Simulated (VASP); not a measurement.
GaAs under changes of volume

One of the cells (20.278 Å³/atom); the others are scaled copies at fixed shape and fractional positions:

```
Ga As
1.0
     3.83537    0.00000    0.00000
     0.00000    3.83537    0.00000
     0.00000    0.00000    2.75705
Ga As
1 1
Direct
  0.50000 0.50000 0.50000
  0.00000 0.00000 0.50000
```

The cell was built by a generator and needn't be a form met in nature.

```yaml
Program: VASP 6.6.1
Functional: PBE
Potentials_or_basis: VASP PAW PBE potentials, release 64 (Ga_d, As)
Cutoff: 520 eV
k_mesh: 7 × 7 × 10
Occupations: fermi-dirac, width 0.05 eV
Spin: no spin polarisation
```

```csv
volume (Å³/atom),energy over the lowest point (meV/atom),pressure (GPa)
18.688,18.06,5.1
19.085,?,?
19.483,1.47,1.7
20.278,0.00,-1.0
20.676,3.82,-2.1
21.073,10.21,-3.1
```

Q: What does the run at 19.085 Å³/atom give?

A: Energy over the lowest point 7.67 meV/atom; pressure 3.3 GPa.

Worked out: A Birch-Murnaghan fit of order 3 (a polynomial in V^(-2/3)) to the other rows has its minimum at 19.96 Å³/atom with B0 = V·E''(V) = 65 GPa and B' = 5.4 at fixed shape and positions, which overstates the stiffness. It gives 7.64 meV/atom at 19.085 Å³/atom, against the run's 7.67, and -dE/dV = 3.3 GPa, against 3.3.

Energies are extrapolated to zero smearing.
